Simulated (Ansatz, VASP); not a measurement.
## P in VASP and in Ansatz

```xyz
1
Lattice="1.9956 0.0000 0.0000 -0.9978 1.7283 0.0000 0.0000 0.0000 1.9230" Properties=species:S:1:pos:R:3 pbc="T T T"
P     0.0000    0.0000    0.0000
```

Change from the starting cell: volume scaled by 0.45, LAPW.

Alike in both runs: task single point; functional PBE; k mesh 18 × 18 × 17; occupations fermi-dirac, width 0.05 eV; no spin polarisation.

```csv
,VASP,Ansatz
version,VASP 6.6.1,Ansatz 0.2.0
potentials or method,"VASP PAW PBE potentials, release 64 (P), cutoff 520 eV","all-electron LAPW, scalar-relativistic"
```

Ansatz gave:

```
pressure (GPa)                                  : 393.9
largest component of the traceless stress (GPa) : 0.30
```

**Question.** What did VASP give for the same quantities?

**Answer.** Pressure (GPa): 388.1; largest component of the traceless stress (GPa): 1.19.

Ansatz ran all-electron here, so the differences hold the error of VASP's frozen core and of both bases.

Caveats: the cell as given lies far from equilibrium; so large a pressure means that the cell lies far from this level's equilibrium, or that cutoff or potentials fall short (VASP).
